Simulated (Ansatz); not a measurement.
The system is N.

```
N
1.0
     4.08406    0.00000    0.00000
     0.00000    4.08406    0.00000
     0.00000    0.00000    5.34591
N
4
Direct
  0.40428 0.59572 0.50000
  0.09572 0.09572 0.00000
  0.59572 0.40428 0.50000
  0.90428 0.90428 0.00000
```

Base run:

| Item | Value |
| --- | --- |
| Program | Ansatz 0.2.0 |
| Functional | r2SCAN0 form with a typed share of exact exchange |
| Potentials or basis | Ansatz PAW |
| Cutoff | 500 eV (not typed: the program's choice for these potentials) |
| k mesh | 4 × 4 × 3 |
| Occupations | fermi-dirac, width 0.05 eV |
| Spin | no spin polarisation |

Its results: band gap on the k mesh 13.26 eV, indirect (least direct gap 13.50 eV); pressure -6.4 GPa; largest force 4.950 eV/Å.

Task: The run is repeated on the same cell with these changes: share of exact exchange from 0.5 to 0.15. What comes out?

Result: Band gap on the k mesh 9.31 eV, indirect (least direct gap 9.52 eV); pressure -3.6 GPa; largest force 2.786 eV/Å.

Caveats: odd divisions of the mesh miss points on the zone boundary, where band edges often lie, so the gap on the mesh can be too wide; the PAW data sets come from PBE, with cores solved anew for the run's functional, which leaves a small shift of forces and pressure; forces of over 1 eV/Å show positions far from the minimum, so gaps and moduli don't describe the material at rest; the thresholds are loose for stress.

A k mesh can miss the band edges.
